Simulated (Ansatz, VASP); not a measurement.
GaP in VASP and in Ansatz

The input INCAR:

```
ALGO = Fast
EDIFF = 1E-6
ENCUT = 520
GGA = PE
ISIF = 2
ISMEAR = 0
LASPH = T
LCHARG = T
LELF = T
LREAL = F
LVHAR = T
LWAVE = F
NBANDS = 16
NELM = 100
PREC = Accurate
SIGMA = 0.1
```

File KPOINTS:

```
k-points
0
Gamma
  4 4 4
```

Contents of POSCAR:

```
GaP
1.0
    0.0000000000      2.7258124945      2.7258124945
    2.7258124945      0.0000000000      2.7258124945
    2.7258124945      2.7258124945      0.0000000000
Ga P
1 1
Direct
    0.0000000000      0.0000000000      0.0000000000
    0.2500000000      0.2500000000      0.2500000000
```

Input for Ansatz:

```yaml
crystal:
  lattice:
    - [0.0, 2.7258124945, 2.7258124945]
    - [2.7258124945, 0.0, 2.7258124945]
    - [2.7258124945, 2.7258124945, 0.0]
  atoms:
    - { symbol: Ga, position: [0.0, 0.0, 0.0] }
    - { symbol: P, position: [0.25, 0.25, 0.25] }
basis:
  ecutwfc: 420
  ecutrho_ratio: 8
kpoints:
  mp_grid: { grid: [4, 4, 4] }
hamiltonian:
  xc: pbe
scf:
  occupations: { method: gaussian, width: 0.1 }
  max_iter: 300
output:
  forces: true
  stress: true
  eigenvalues: true
```

Alike in both runs: task single point; functional PBE; k mesh 4 × 4 × 4; occupations gaussian, width 0.1 eV; no spin polarisation.

|  | VASP | Ansatz |
| --- | --- | --- |
| version | VASP 6.6.1 | Ansatz 0.2.0 |
| potentials or method | VASP PAW PBE potentials, release 64 (Ga_d, P) | scalar-relativistic, plane waves, PAW |
| plane-wave cutoff (eV) | 520 | 420 |
| valence electrons in the cell | 18 | 18 |

VASP gave:

```
gap on the k mesh at the Fermi level (eV) : 1.63
least direct gap on the mesh (eV)         : 1.81
pressure (GPa)                            : 2.7
```

What did Ansatz give for the same quantities?

gap on the k mesh at the Fermi level (eV): 1.63; least direct gap on the mesh (eV): 1.81; pressure (GPa): 2.9.

The functional is the same, so the differences come from potentials, cutoffs and numerics.

Caveats: the k mesh is coarse (spacing up to 0.50 Å⁻¹), so the values aren't converged. As with any semilocal functional, this PBE gap is likely too small. A k mesh can miss the band edges.
